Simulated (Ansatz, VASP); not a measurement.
**Li2Se, level by level in two programs**

```
Se Li
1.0
     0.00000    3.00250    3.00250
     3.00250    0.00000    3.00250
     3.00250    3.00250    0.00000
Se Li
1 2
Cartesian
  0.0000 0.0000 0.0000
  4.5038 4.5038 4.5038
  1.5012 1.5012 1.5012
```

Single points on this cell with VASP 6.6.1 and Ansatz 0.2.0. Each row is one pair of runs. Alike in all rows: spin: off; k mesh: 8 × 8 × 8; Ansatz's potentials, cutoff: Ansatz PAW, 420 eV.

| level | smearing | VASP's potentials, cutoff | gap on the k mesh at the Fermi level (eV), VASP | gap on the k mesh at the Fermi level (eV), Ansatz | least direct gap on the mesh (eV), VASP | least direct gap on the mesh (eV), Ansatz |
| --- | --- | --- | --- | --- | --- | --- |
| PBE | fermi-dirac, width 0.05 eV | VASP PAW PBE potentials, release 64 (Se, Li_sv), 520 eV | 2.97 | 2.98 | 3.39 | 3.38 |
| PBEsol | gaussian, width 0.02 eV | VASP PAW PBE potentials, release 64 (Se, Li_sv), 520 eV | 2.83 | 2.84 | 3.25 | 3.24 |
| LDA | gaussian, width 0.05 eV | VASP PAW LDA potentials, release 54 (Se, Li_sv), 520 eV | 2.81 | 2.81 | 3.21 | 3.19 |

Gap on the k mesh at the fermi level (eV): the two programs differ by at most 0.008; least direct gap on the mesh (eV): the two programs differ by at most 0.022.
